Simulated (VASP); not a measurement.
Wanted: the native input for a VASP 6.6.1 run.

* Task: single point
* Functional: revPBE
* Dispersion: D4
* Potentials or basis: VASP PAW PBE potentials, release 64 (Al, O)
* Cutoff: 520 eV
* k mesh: 7 × 7 × 7
* Occupations: fermi-dirac, width 0.05 eV
* Spin: no spin polarisation
* Dipole correction: no
* Further INCAR settings: ALGO = Normal; EDIFF = 1e-07; NBANDS = 35

The structure of Al2O3 (Corundum) lies in POSCAR:

```
Al2O3
1.0
    2.3642746864      1.3650146266      4.3027928600
   -2.3642746864      1.3650146266      4.3027928600
    0.0000000000     -2.7300292533      4.3027928600
Al O
4 6
Direct
    0.8521600000      0.8521600000      0.8521600000
    0.6478400000      0.6478400000      0.6478400000
    0.1478400000      0.1478400000      0.1478400000
    0.3521600000      0.3521600000      0.3521600000
    0.0566800000      0.7500000000      0.4433200000
    0.7500000000      0.4433200000      0.0566800000
    0.4433200000      0.0566800000      0.7500000000
    0.9433200000      0.2500000000      0.5566800000
    0.2500000000      0.5566800000      0.9433200000
    0.5566800000      0.9433200000      0.2500000000
```

The input as run:

INCAR

```
SYSTEM = Al2O3
PREC = Accurate
ENCUT = 520
EDIFF = 1E-7
ISMEAR = -1
SIGMA = 0.05
LREAL = .False.
LASPH = .True.
NELM = 60
ALGO = Normal
ISIF = 2
LWAVE = .False.
LCHARG = .True.
GGA = RE
IVDW = 13
LELF = .True.
LVHAR = .True.
NBANDS = 35
```

KPOINTS

```
Automatic mesh
0
Gamma
  7 7 7
  0 0 0
```

Potentials or basis: VASP PAW PBE potentials, release 64 (Al, O).

The run is started by

```bash
$ cat potpaw_PBE.64/Al/POTCAR potpaw_PBE.64/O/POTCAR > POTCAR
$ mpirun -np 1 vasp_std > vasp.out
```

Results of the run:

- Pressure: 5.3 GPa
- Largest force: 0.056 eV/Å
- Band gap on the k mesh: 6.55 eV, direct
- Dispersion energy per atom: -0.550 eV

Caveat: the PAW data sets were made with another functional, which shifts forces and pressure a little; an odd mesh through Γ misses points on the zone boundary, where band edges often lie.

Wall time 66 s on 1 thread of Intel(R) Xeon(R) 6975P-C (Granite Rapids), with other jobs on the host, peak memory 0.27 GiB.
